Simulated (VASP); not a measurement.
# SiC, equation of state: which settings are enough?

SiC, P6_3mc (no. 186), 4 atoms in the cell. LDA; PAW potentials Si, C (LDA set). VASP 6.6.1.

Wanted: equilibrium volume within 0.2 %; bulk modulus within 1 %.

What the run is for: equation of state; Accuracy asked: standard.

The series start from Plane-wave cutoff (eV): 520; k-point mesh: 8 × 8 × 5; Volumes: 5 from 0.92 to 1.08; Precision mode (PREC): Accurate; Electronic threshold (eV): 1e-6; Aspherical gradient terms in the spheres (LASPH): yes; Start of each volume: each volume from scratch. Each series keeps the choices made before it, and each single choice may use up half of a tolerance. Times cover all steps of a run.

## Plane-wave cutoff (eV)

| Plane-wave cutoff (eV) | Equilibrium volume (Å³/atom) | Bulk modulus (GPa) | Time (s) |
|---|---|---|---|
| 320 | 10.18 | 235.2 | 20 |
| 400 | 10.18 | 228.6 | 23 |
| 460 | 10.18 | 228.6 | 31 |
| 520 | 10.18 | 228.7 | 31 |
| 600 | 10.18 | 228.9 | 41 |
| 700 | 10.17 | 229.1 | 50 |
| 840 (reference) | 10.17 | 229.2 | 70 |

Chosen: 400, the loosest value from which every tighter one stays within half of the tolerance.

## k-point mesh

| k-point mesh | Equilibrium volume (Å³/atom) | Bulk modulus (GPa) | Time (s) |
|---|---|---|---|
| 3 × 3 × 2 | 10.21 | 224.6 | 12 |
| 4 × 4 × 2 | 10.18 | 227.7 | 12 |
| 4 × 4 × 3 | 10.18 | 227.6 | 13 |
| 5 × 5 × 3 | 10.18 | 228.1 | 14 |
| 7 × 7 × 4 | 10.18 | 228.5 | 24 |
| 8 × 8 × 5 | 10.18 | 228.6 | 23 |
| 10 × 10 × 6 | 10.18 | 228.2 | 51 |
| 13 × 13 × 7 (reference) | 10.18 | 228.1 | 71 |

Chosen: 4 × 4 × 2.

## Volumes

| Volumes | Equilibrium volume (Å³/atom) | Bulk modulus (GPa) | Time (s) |
|---|---|---|---|
| 5 from 0.88 to 1.12 | 10.19 | 228.4 | 13 |
| 5 from 0.92 to 1.08 | 10.18 | 227.7 | 12 |
| 7 from 0.91 to 1.09 (reference) | 10.19 | 226 | 17 |

Chosen: 7 from 0.91 to 1.09; the one before it in the list is off by more than half of the tolerance.

## Precision mode (PREC)

| Precision mode (PREC) | Equilibrium volume (Å³/atom) | Bulk modulus (GPa) | Time (s) |
|---|---|---|---|
| SingleN | 10.18 | 226.3 | 12 |
| Normal | 10.18 | 226.1 | 13 |
| Accurate (reference) | 10.19 | 226 | 17 |

Chosen: SingleN.

## Electronic threshold (eV)

| Electronic threshold (eV) | Equilibrium volume (Å³/atom) | Bulk modulus (GPa) | Time (s) |
|---|---|---|---|
| 0.001 | 10.18 | 226.3 | 11 |
| 0.0001 | 10.18 | 226.3 | 12 |
| 1e-5 | 10.18 | 226.3 | 12 |
| 1e-6 | 10.18 | 226.3 | 12 |
| 1e-7 (reference) | 10.18 | 226.3 | 13 |

Chosen: 0.001.

## Aspherical gradient terms in the spheres (LASPH)

| Aspherical gradient terms in the spheres (LASPH) | Equilibrium volume (Å³/atom) | Bulk modulus (GPa) | Time (s) |
|---|---|---|---|
| no | 10.18 | 226.3 | 10 |
| yes (reference) | 10.18 | 226.3 | 11 |

Chosen: no.

## Start of each volume

| Start of each volume | Equilibrium volume (Å³/atom) | Bulk modulus (GPa) | Time (s) |
|---|---|---|---|
| each volume from scratch | 10.18 | 226.3 | 10 |
| orbitals of the volume before (WAVECAR) | 10.18 | 226.3 | 8.2 |

Chosen: orbitals of the volume before (WAVECAR); it saves 2.0 s of 10, so each volume from scratch would do nearly as well.

## All choices together

| Input | Equilibrium volume (Å³/atom) | Bulk modulus (GPa) | Time (s) |
|---|---|---|---|
| the program's defaults (naive) | 10.17 | 228.3 | 7.5 |
| chosen settings | 10.19 | 228.9 | 8.3 |
| reference settings throughout | 10.17 | 229.1 | 262 |

The tolerance is met.

2 cheaper combinations failed this check first and made the worst setting one step tighter.

## The input

INCAR:
```
SYSTEM = SiC
ALGO = Normal
EDIFF = 0.001
EFERMI = MIDGAP
ENCUT = 460
GGA = CA
GGA_COMPAT = .FALSE.
ISIF = 2
ISMEAR = 0
LASPH = .FALSE.
LCHARG = .FALSE.
LREAL = .FALSE.
LWAVE = .TRUE.
NELM = 120
NSW = 0
PREC = SingleN
SIGMA = 0.03
```

KPOINTS:
```
Automatic mesh
0
Gamma
  4 4 3
  0 0 0
```

POSCAR.step1:
```
SiC
1.0
    2.9808042853      0.0000000000      0.0000000000
   -1.4904021426      2.5814522347      0.0000000000
    0.0000000000      0.0000000000      4.8917750429
Si C
2 2
Direct
    0.6666666667      0.3333333333      0.5000000000
    0.3333333333      0.6666666667      0.0000000000
    0.6666666667      0.3333333333      0.8850000000
    0.3333333333      0.6666666667      0.3850000000
```

POSCAR.step2:
```
SiC
1.0
    3.0132068704      0.0000000000      0.0000000000
   -1.5066034352      2.6095136966      0.0000000000
    0.0000000000      0.0000000000      4.9449506768
Si C
2 2
Direct
    0.6666666667      0.3333333333      0.5000000000
    0.3333333333      0.6666666667      0.0000000000
    0.6666666667      0.3333333333      0.8850000000
    0.3333333333      0.6666666667      0.3850000000
```

POSCAR.step3:
```
SiC
1.0
    3.0449271685      0.0000000000      0.0000000000
   -1.5224635842      2.6369842805      0.0000000000
    0.0000000000      0.0000000000      4.9970066146
Si C
2 2
Direct
    0.6666666667      0.3333333333      0.5000000000
    0.3333333333      0.6666666667      0.0000000000
    0.6666666667      0.3333333333      0.8850000000
    0.3333333333      0.6666666667      0.3850000000
```

POSCAR.step4:
```
SiC
1.0
    3.0760000000      0.0000000000      0.0000000000
   -1.5380000000      2.6638941420      0.0000000000
    0.0000000000      0.0000000000      5.0480000000
Si C
2 2
Direct
    0.6666666667      0.3333333333      0.5000000000
    0.3333333333      0.6666666667      0.0000000000
    0.6666666667      0.3333333333      0.8850000000
    0.3333333333      0.6666666667      0.3850000000
```

POSCAR.step5:
```
SiC
1.0
    3.1064574263      0.0000000000      0.0000000000
   -1.5532287132      2.6902710469      0.0000000000
    0.0000000000      0.0000000000      5.0979834487
Si C
2 2
Direct
    0.6666666667      0.3333333333      0.5000000000
    0.3333333333      0.6666666667      0.0000000000
    0.6666666667      0.3333333333      0.8850000000
    0.3333333333      0.6666666667      0.3850000000
```

POSCAR.step6:
```
SiC
1.0
    3.1363290418      0.0000000000      0.0000000000
   -1.5681645209      2.7161406248      0.0000000000
    0.0000000000      0.0000000000      5.1470055276
Si C
2 2
Direct
    0.6666666667      0.3333333333      0.5000000000
    0.3333333333      0.6666666667      0.0000000000
    0.6666666667      0.3333333333      0.8850000000
    0.3333333333      0.6666666667      0.3850000000
```

POSCAR.step7:
```
SiC
1.0
    3.1656422272      0.0000000000      0.0000000000
   -1.5828211136      2.7415265880      0.0000000000
    0.0000000000      0.0000000000      5.1951111713
Si C
2 2
Direct
    0.6666666667      0.3333333333      0.5000000000
    0.3333333333      0.6666666667      0.0000000000
    0.6666666667      0.3333333333      0.8850000000
    0.3333333333      0.6666666667      0.3850000000
```

Commands (each step's output is kept before the next begins):
```
cat potpaw_LDA.64/Si/POTCAR potpaw_LDA.64/C/POTCAR > POTCAR
cp POSCAR.step1 POSCAR
mpirun -np 1 vasp_std > vasp.out
cp POSCAR.step2 POSCAR
mpirun -np 1 vasp_std > vasp.out
cp POSCAR.step3 POSCAR
mpirun -np 1 vasp_std > vasp.out
cp POSCAR.step4 POSCAR
mpirun -np 1 vasp_std > vasp.out
cp POSCAR.step5 POSCAR
mpirun -np 1 vasp_std > vasp.out
cp POSCAR.step6 POSCAR
mpirun -np 1 vasp_std > vasp.out
cp POSCAR.step7 POSCAR
mpirun -np 1 vasp_std > vasp.out
```

The naive input happens to agree within the tolerance here, in 7.5 s.

Limits: Every volume keeps the cell's shape and the atoms' fractional positions, so the modulus is that of a clamped cell, stiffer than the relaxed one, above all in layered crystals.

The chosen input took VASP 6.6.1 8.3 s on 1 core (AMD EPYC 9R45 (Zen 5)), a shared host.

## An input that fails: cutoff far too low

It runs to its end, but against the unchanged starting input it is off by 0.46 % in the equilibrium volume, 2.4 % in the bulk modulus.

Changes against the starting input:
```
(all steps)
- PREC = Accurate
- NELM = 120
- ENCUT = 520
+ PREC = Low
+ NELM = 80
+ ENCUT = 240
```
